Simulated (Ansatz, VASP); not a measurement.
**InAs in VASP and in Ansatz**

INCAR

```
ALGO = Normal
EDIFF = 1E-6
ENCUT = 520
GGA = PS
ISIF = 2
ISMEAR = 0
LASPH = True
LCHARG = False
LREAL = False
LWAVE = False
NBANDS = 16
NELM = 80
PREC = Accurate
SIGMA = 0.05
```

File KPOINTS:

```
k-points
0
Gamma
  14 14 14
```

Contents of POSCAR:

```
InAs
1.0
    0.0000000000      2.7073731561      2.7073731561
    2.7073731561      0.0000000000      2.7073731561
    2.7073731561      2.7073731561      0.0000000000
In As
1 1
Direct
    0.5000000000      0.5000000000      0.5000000000
    0.0000000000      0.0000000000      0.0000000000
```

Input for Ansatz:

```yaml
crystal:
  lattice:
    - [0.0, 2.7073731561, 2.7073731561]
    - [2.7073731561, 0.0, 2.7073731561]
    - [2.7073731561, 2.7073731561, 0.0]
  atoms:
    - { symbol: In, position: [0.5, 0.5, 0.5] }
    - { symbol: As, position: [0.0, 0.0, 0.0] }
basis:
  ecutwfc: 420
  ecutrho_ratio: 4
kpoints:
  mp_grid: { grid: [14, 14, 14] }
hamiltonian:
  xc: pbesol
scf:
  occupations: { method: gaussian, width: 0.05 }
output:
  forces: true
  stress: true
  eigenvalues: true
```

Alike in both runs: task single point; functional PBEsol; k mesh 14 × 14 × 14; occupations gaussian, width 0.05 eV; no spin polarisation.

```csv
,VASP,Ansatz
version,VASP 6.6.1,Ansatz 0.2.0
potentials or method,"VASP PAW PBE potentials, release 64 (In_d, As)","scalar-relativistic, plane waves, PAW"
plane-wave cutoff (eV),520,420
valence electrons in the cell,18,28
```

Ansatz gave:

* gap on the k mesh at the Fermi level (eV): none
* pressure (GPa): 12.5

Q: Estimate VASP's values.

A: gap on the k mesh at the Fermi level (eV): none; pressure (GPa): 12.9.

A gap of «none» marks a metal or a gap that the smearing closes. The two sets of potentials don't hold the same shells in valence.

Caveats: the PAW data sets were made with another functional, which shifts forces and pressure a little (VASP).
